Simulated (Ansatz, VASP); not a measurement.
Al in VASP and in Ansatz

```
CELL_PARAMETERS angstrom
1.43321 -2.37822 0.00000
1.43321 2.37822 0.00000
0.00000 0.00000 9.32119
ATOMIC_POSITIONS crystal
Al 0.04178 0.95822 0.01050
Al 0.41891 0.58109 0.23950
Al 0.95822 0.04178 0.51050
Al 0.58109 0.41891 0.73950
```

Alike in both runs: task relaxation of cell and atoms; functional PBE; k mesh 8 × 8 × 2; occupations gaussian, width 0.1 eV; no spin polarisation.

|  | VASP | Ansatz |
| --- | --- | --- |
| version | VASP 6.6.1 | Ansatz 0.2.0 |
| potentials or method | VASP PAW PBE potentials, release 64 (Al) | scalar-relativistic, plane waves, PAW |
| plane-wave cutoff (eV) | 600 | 420 |
| valence electrons in the cell | 12 | 12 |

VASP gave:

| Item | Value |
| --- | --- |
| gap on the k mesh at the Fermi level, each at its own relaxed structure (eV) | none |
| relaxed volume (Å³/atom) | 16.79 |
| relaxed cell length with the largest relative difference (Å) | 2.981 |
| energy change over the relaxation (meV/atom) | -110 |

Task: Which values does Ansatz return?

Result: gap on the k mesh at the Fermi level, each at its own relaxed structure (eV): none; relaxed volume (Å³/atom): 16.58; relaxed cell length with the largest relative difference (Å): 2.839; energy change over the relaxation (meV/atom): -89.

A gap of «none» marks a metal or a gap that the smearing closes.
